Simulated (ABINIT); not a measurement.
# HfN in ABINIT: the effect of potentials

HfN:

```
Hf N
1.0
     0.00000    2.25600    2.25600
     2.25600    0.00000    2.25600
     2.25600    2.25600    0.00000
Hf N
1 1
Direct
  0.00000 0.00000 0.00000
  0.50000 0.50000 0.50000
```

Alike in all runs:

```yaml
Program: ABINIT 10.8.3 (patched build)
Task: single point
Functional: PBEsol
k_mesh: 10 × 10 × 10
Occupations: fermi-dirac, width 0.05 eV
Spin: no spin polarisation
```

```tsv
potentials	cutoff	pressure (GPa)
PseudoDojo NC SR PBEsol v0.4.1 standard	1143 eV	-2.8
PseudoDojo NC SR PBEsol v0.4 stringent	1796 eV	?
JTH PAW PBE v2.0	707 eV	-3.3
```

Q: What does the run with potentials PseudoDojo NC SR PBEsol v0.4 stringent give?

A: Pressure -2.1 GPa.

Caveats: the PAW data sets were made with another functional, which shifts forces and pressure a little (some runs).

The runs don't all hold the same shells in valence.

Runs at the PBE level aren't shown here.
